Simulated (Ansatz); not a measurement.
# 6 guesses for Si and where they end

Level of theory: DFT PBE, scalar-relativistic, plane waves, PAW in Ansatz 0.2.0. Settings: cutoff 420 eV, Γ-centred meshes spaced at most about 0.3 Å⁻¹, and about 0.25 Å⁻¹ or finer for metals (2π included), Gaussian smearing. No spin polarisation in the final relaxations.

Each guess was relaxed in cell and atoms at zero pressure, within the symmetry of its start. All energies are static (0 K, no zero-point motion). Coordination counts all near atoms (those within 1.25 times the shortest such distance or 1.15 times the sum of covalent radii; a plus sign parts nearer from farther groups; a slash parts the counts of unlike sites).

```tsv
guess	made from	start group	V start (Å³/atom)	end group	V end (Å³/atom)	coordination at the end	gap on mesh (eV)	E over the lowest end (meV/atom)
1	4-connected net of one element	P23	23.8	?	?	?	?	?
2	4-, 6-connected net of one element	P-3m1	13.3	P-3m1	19.1	Si 3/4	0	2
3	4-connected net of one element	P-4m2	22.8	P-4m2	27.3	Si 4/4+1	0.99	0
4	5-connected net of one element	Cmmm	16.8	Cmmm	20.4	Si 5	0	173
5	4-connected net of one element	I-42m	16.6	I-42m	20.7	Si 4	0	80
6	3-, 4-connected net of one element	R32	15.4	R32	18.8	Si 4/5	0	70
```

Guess 1 as it starts:

```yaml
crystal:
  lattice:
    - [6.58987, 0.00000, 0.00000]
    - [0.00000, 6.58987, 0.00000]
    - [0.00000, 0.00000, 6.58987]
  atoms:
    - { symbol: Si, position: [0.91628, 0.33631, 0.85558] }
    - { symbol: Si, position: [0.66369, 0.14442, 0.91628] }
    - { symbol: Si, position: [0.85558, 0.08372, 0.66369] }
    - { symbol: Si, position: [0.33631, 0.85558, 0.91628] }
    - { symbol: Si, position: [0.33631, 0.14442, 0.08372] }
    - { symbol: Si, position: [0.08372, 0.66369, 0.85558] }
    - { symbol: Si, position: [0.85558, 0.91628, 0.33631] }
    - { symbol: Si, position: [0.08372, 0.33631, 0.14442] }
    - { symbol: Si, position: [0.14442, 0.91628, 0.66369] }
    - { symbol: Si, position: [0.66369, 0.85558, 0.08372] }
    - { symbol: Si, position: [0.14442, 0.08372, 0.33631] }
    - { symbol: Si, position: [0.91628, 0.66369, 0.14442] }
```

Question: Fill in the missing row: what does this guess relax into, and where does it rank?

Answer: It ends in space group P-43m (No. 215), with a = 6.919 Å, 27.6 Å³/atom and no gap. It lies 0.47 eV/atom over the lowest end, above guess 4 and so the highest of the set. Counting all near atoms, this end has Si 5 and the lowest (guess 3) has Si 4/4+1.

```yaml
crystal:
  lattice:
    - [6.91944, 0.00000, 0.00000]
    - [0.00000, 6.91944, 0.00000]
    - [0.00000, 0.00000, 6.91944]
  atoms:
    - { symbol: Si, position: [0.87565, 0.36801, 0.87565] }
    - { symbol: Si, position: [0.63199, 0.12435, 0.87565] }
    - { symbol: Si, position: [0.87565, 0.12435, 0.63199] }
    - { symbol: Si, position: [0.36801, 0.87565, 0.87565] }
    - { symbol: Si, position: [0.36801, 0.12435, 0.12435] }
    - { symbol: Si, position: [0.12435, 0.63199, 0.87565] }
    - { symbol: Si, position: [0.87565, 0.87565, 0.36801] }
    - { symbol: Si, position: [0.12435, 0.36801, 0.12435] }
    - { symbol: Si, position: [0.12435, 0.87565, 0.63199] }
    - { symbol: Si, position: [0.63199, 0.87565, 0.12435] }
    - { symbol: Si, position: [0.12435, 0.12435, 0.36801] }
    - { symbol: Si, position: [0.87565, 0.63199, 0.12435] }
```

The k mesh leaves some 4 meV/atom of noise in the energy of each metallic cell. No dispersion correction is applied, so the spacing and binding between layers, chains or molecules are poorly described (P-3m1), and this can change margins and order among such cells. Kohn–Sham gaps at this level usually fall short of measured ones. The zero gap of I-42m may come from the functional, which often closes small gaps. Cells relaxed within their symmetry can be saddle points. The part of the Crystallography Open Database at hand lists Si in space groups No. 64, 74, 164, 191, 194 and others; sharing a group (P-3m1) doesn't make a cell the listed structure. Some candidate types were left out of the draw beforehand, so a known form may be missing.
